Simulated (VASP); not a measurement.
Rb:

```
Rb
1.0
     0.00000    3.63988    3.63988
     3.63988    0.00000    3.63988
     3.63988    3.63988    0.00000
Rb
1
Direct
  0.00000 0.00000 0.00000
```

This isn't the form of Rb at room conditions, which is bcc.

| Item | Value |
| --- | --- |
| Program | VASP 6.6.1 |
| Task | relaxation of cell and atoms |
| Functional | PBE |
| Dispersion | D3(BJ) |
| Potentials or basis | VASP PAW PBE potentials, release 64 (Rb_sv) |
| Cutoff | 600 eV |
| k mesh | 10 × 10 × 10 |
| Occupations | gaussian, width 0.1 eV |
| Spin | no spin polarisation |

At the start: pressure -0.3 GPa; volume 96.45 Å³/atom.

Question: Where does the relaxation end?

Answer: Over 21 steps the energy falls by 10.4 meV/atom and the volume is 86.07 Å³/atom (-10.8 %); space group Fm-3m (No. 225, to 0.05 Å).

The path:
```
step  energy change (eV)  largest force (eV/Å)  pressure (GPa)  volume (Å³)
   1              0.0000                0.0000           -0.30        96.45
   2             -0.0041                0.0000           -0.25        93.99
   3             -0.0103                0.0000           -0.03        86.86
   4             -0.0104                0.0000            0.05        86.06
   5             -0.0104                0.0000           -0.03        86.58
   6             -0.0104                0.0000           -0.01        86.32
   7             -0.0104                0.0000           -0.02        86.32
   8             -0.0104                0.0000           -0.03        86.31
   9             -0.0104                0.0000           -0.01        86.31
  10             -0.0104                0.0000           -0.01        86.31
  11             -0.0104                0.0000           -0.01        86.31
  12             -0.0104                0.0000           -0.01        86.31
  13             -0.0104                0.0000           -0.01        86.31
  14             -0.0104                0.0000           -0.01        86.31
  15             -0.0104                0.0000           -0.02        86.30
  16             -0.0104                0.0000           -0.02        86.30
  17             -0.0104                0.0000           -0.02        86.29
  18             -0.0104                0.0000           -0.01        86.28
  19             -0.0104                0.0000           -0.01        86.25
  20             -0.0104                0.0000           -0.01        86.19
  21             -0.0104                0.0000            0.00        86.07
```

Final structure:
```
Rb
1.0
     0.00000    3.50437    3.50437
     3.50437    0.00000    3.50437
     3.50437    3.50437    0.00000
Rb
1
Cartesian
  0.0000 3.5044 3.5044
```

Caveat: pairwise dispersion overbinds metals, which lowers pressure and volume.
